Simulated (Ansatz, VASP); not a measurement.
H: VASP beside Ansatz

The input INCAR:

```
SYSTEM = H
ALGO     = Fast           ! electronic algorithm
EDIFF    = 1E-6           ! SCF threshold, eV
EDIFFG   = -0.01          ! ionic threshold
ENCUT    = 600            ! plane-wave cutoff, eV
GGA      = PS             ! functional
IBRION   = 2              ! ionic algorithm
ISIF     = 3              ! what is computed and relaxed
ISMEAR   = 0              ! smearing method
LASPH    = .True.         ! aspherical terms in the spheres
LCHARG   = .False.        ! write CHGCAR
LREAL    = .False.        ! projectors in reciprocal space
LWAVE    = .False.        ! write WAVECAR
NELM     = 80             ! most SCF steps
NSW      = 100            ! ionic steps
PREC     = Accurate       ! precision mode
SIGMA    = 0.02           ! smearing width, eV
```

Contents of KPOINTS:

```
k-points
0
Gamma
  4 4 4
  0 0 0
```

File POSCAR:

```
H
1.0
    7.1727160115      0.0000000000      0.0000000000
    0.0000000000      7.1826369686      0.0000000000
    0.0000000000      0.0000000000      7.2048381859
H
8
Direct
    0.3661150650      0.7222212050      0.6457363608
    0.8661150650      0.7777787950      0.3542636392
    0.6338849350      0.2222212050      0.8542636392
    0.1338849350      0.2777787950      0.1457363608
    0.6440867752      0.1480761087      0.7802354485
    0.1440867752      0.3519238913      0.2197645515
    0.3559132248      0.6480761087      0.7197645515
    0.8559132248      0.8519238913      0.2802354485
```

Input for Ansatz:

```yaml
crystal:
  lattice:
    - [7.1727160115, 0.0, 0.0]
    - [0.0, 7.1826369686, 0.0]
    - [0.0, 0.0, 7.2048381859]
  atoms:
    - { symbol: H, position: [0.366115065, 0.722221205, 0.6457363608] }
    - { symbol: H, position: [0.866115065, 0.777778795, 0.3542636392] }
    - { symbol: H, position: [0.633884935, 0.222221205, 0.8542636392] }
    - { symbol: H, position: [0.133884935, 0.277778795, 0.1457363608] }
    - { symbol: H, position: [0.6440867752, 0.1480761087, 0.7802354485] }
    - { symbol: H, position: [0.1440867752, 0.3519238913, 0.2197645515] }
    - { symbol: H, position: [0.3559132248, 0.6480761087, 0.7197645515] }
    - { symbol: H, position: [0.8559132248, 0.8519238913, 0.2802354485] }
basis:
  ecutwfc: 420
kpoints:
  mp_grid: { grid: [4, 4, 4] }
hamiltonian:
  xc: pbesol
scf:
  occupations: { method: gaussian, width: 0.02 }
output:
  forces: true
  stress: true
  eigenvalues: true
relax:
  adjacent_minimum: "off"
  f_tol: 0.01
  max_steps: 80
  cell: { stress_tol: 0.05 }
```

Alike in both runs: task relaxation of cell and atoms; functional PBEsol; k mesh 4 × 4 × 4; occupations gaussian, width 0.02 eV; no spin polarisation.

|  | VASP | Ansatz |
| --- | --- | --- |
| version | VASP 6.6.1 | Ansatz 0.2.0 |
| potentials or method | VASP PAW PBE potentials, release 64 (H) | scalar-relativistic, plane waves, PAW |
| plane-wave cutoff (eV) | 600 | 420 |
| valence electrons in the cell | 8 | 8 |

```tsv
	VASP	Ansatz	Ansatz less VASP
gap on the k mesh at the Fermi level, each at its own relaxed structure (eV)	9.64	9.48	-0.158
relaxed volume (Å³/atom)	46.39	43.35	-3.038
relaxed cell length with the largest relative difference (Å)	7.172	6.915	-0.2565
```

One of these differences is far larger than is usual between the two programs; its cause wasn't traced.

Caveats: the PAW data sets were made with another functional, which shifts forces and pressure a little (VASP). PBEsol gaps usually lie below the measured ones, often by a third to a half. A k mesh can miss the band edges.
